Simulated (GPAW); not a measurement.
Runs of GPAW 26.7.0 on MnO. Symmetry: Fm-3m, No. 225, cubic system. The conventional cell has a = 4.448 Å, b = 4.448 Å, c = 4.448 Å, α = 90.00°, β = 90.00°, γ = 90.00°. Mn (site symmetry m-3m) has 6 O at 2.22 Å as nearest neighbours. O (site symmetry m-3m) has 6 Mn at 2.22 Å as nearest neighbours. The cell is a database's computed one.

```tsv
task	level	potentials or basis	U	cell	k mesh	cutoff (eV)	smearing	band path	band points	optimizer	fmax	max steps	grid spacing	mesh quality	gap on the mesh (eV)	pressure (GPa)	moment (μB)	relaxed volume (Å³/atom)
band structure	r2SCAN	GPAW PAW data sets (gpaw-data 1.2.1), pw	-	as given	7 × 7 × 7	800	fermi-dirac 0.05 eV	GXWKGLUWLK,UX	100	-	-	-	-	not flagged	-	(c)	4.99	-
hyperfine couplings	RPBE	the program's PAW data sets (release 1.2.1) made for this functional, fd	-	as given	10 × 10 × 10	-	fermi-dirac 0.05 eV	-	-	-	-	-	0.16 Å	not flagged	none	-	4.81	-
band structure	PBEsol+U	PAW data sets generated in the run's folder for this functional, pw	Mn d U = 8 eV	as given	10 × 10 × 10	800	fermi-dirac 0.05 eV	GXWKGLUWLK,UX	80	-	-	-	-	not flagged	0.94	6.1	5.00	-
band structure	PBEsol+U	PAW data sets generated in the run's folder for this functional, pw	Mn d U = 2 eV	as given	10 × 10 × 10	800	fermi-dirac 0.05 eV	GXWKGLUWLK,UX	80	-	-	-	-	not flagged	-	1.9	5.00	-
band structure	PBEsol+U	PAW data sets generated in the run's folder for this functional, pw	Mn d U = 4 eV	as given	10 × 10 × 10	800	fermi-dirac 0.05 eV	GXWKGLUWLK,UX	80	-	-	-	-	not flagged	-	(a)	5.00	-
relaxation of cell and atoms	PBEsol+D3	PAW data sets generated in the run's folder for this functional, pw	-	relaxed	9 × 9 × 9	800	fermi-dirac 0.05 eV	-	-	BFGS	0.02 eV/Å	60	-	not flagged	none	0.1	4.56	(b)
band structure	LDA+U	the program's PAW data sets (release 1.2.1) made for this functional, pw	Mn d U = 1 eV	as given	7 × 7 × 7	800	fermi-dirac 0.05 eV	GXWKGLUWLK,UX	80	-	-	-	-	not flagged	-	-8.5	4.86	-
electron localisation function	BP86	PAW data sets generated in the run's folder for this functional, pw	-	as given	5 × 5 × 5	680	methfessel-paxton 0.005 eV	-	-	-	-	-	-	coarse	none	-0.7	4.71	-
relaxation of cell and atoms	PBEsol	PAW data sets generated in the run's folder for this functional, pw	-	relaxed	9 × 9 × 9	800	fermi-dirac 0.05 eV	-	-	BFGS	0.02 eV/Å	60	-	not flagged	none	-0.1	4.60	10.47
band structure	PBEsol	PAW data sets generated in the run's folder for this functional, pw	-	as given	10 × 10 × 10	800	fermi-dirac 0.05 eV	GXWKGLUWLK,UX	80	-	-	-	-	not flagged	-	-5.9	4.72	-
```

Alike in all rows: spin collinear, ferromagnetic start.

**Question.** Fill in the values left out.

**Answer.** (a) 3.5; (b) 10.31; (c) 3.4.

Caveats: some runs use coarse meshes; a cell with one magnetic atom can't hold antiferromagnetic order, which such compounds often take; semilocal functionals often make such compounds metallic where correlation or magnetic order opens a gap, which also shifts bond lengths (some runs); each step starts from the last one's moments, so a moment once lost doesn't come back (some runs); later steps reuse the first step's grids (some runs); the PAW data sets were made with another functional, which shifts forces and pressure a little (some runs); the dipolar part lacks the spin inside other atoms' spheres (some runs); the real-space grid adds noise to forces (some runs).

A k mesh can miss the band edges.

A gap of «none» marks a metal or a gap under the smearing width.

Not every run made on this cell is shown here.
